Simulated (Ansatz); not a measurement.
How far is this Hf4C from the hull?

Method: DFT PBE, scalar-relativistic, plane waves, PAW (Ansatz). All cells share a 420 eV cutoff and Γ-centred k meshes spaced at most about 0.3 Å⁻¹ (about 0.25 or finer for metals, 2π included). No spin polarisation.

Energies over the elements count from the elements' standard structures at the same level, with no fitted energy shifts.

All energies are static (0 K, no zero-point motion). These runs have no spin–orbit coupling, which can matter for Hf. The reference form of C is held partly by dispersion forces, which this level lacks.

The competitors are the elements and 1 reference phase of this chemical system (from databases or known types: HfC), relaxed at the same level; other known phases may be missing.

The candidate was reached from: HoAu4 type (I4/m).

Space group I4/m (No. 87). a = 6.141 Å, b = 6.141 Å, c = 5.354 Å, α = 90.00°, β = 90.00°, γ = 90.00°
```tsv
atom	site	symmetry	x	y	z
Hf	8h	m..	0.1577	0.3257	0.0000
C	2a	4/m..	0.0000	0.0000	0.0000
```

**Question.** Where does it stand against these competitors?

**Answer.** Not stable. Its formation energy is 0.240 eV/atom. The lowest competing mixture at this composition is this:

| phase | space group | source | share of atoms | ΔE_f (eV/atom) |
| --- | --- | --- | --- | --- |
| Hf | - | element | 0.6000 | -0.0012 |
| HfC | Fm-3m (No. 225) | COD | 0.4000 | -0.918 |

The lowest database cell of Hf (-0.0012) lies slightly below the reference, hence the non-zero entry.

The mixture lies at -0.368 eV/atom, and the candidate lies 0.61 eV/atom above it. The candidate matches no cell in the subsets of the Crystallography Open Database and the Materials Project at hand. The margin is far too high for a likely synthesis.
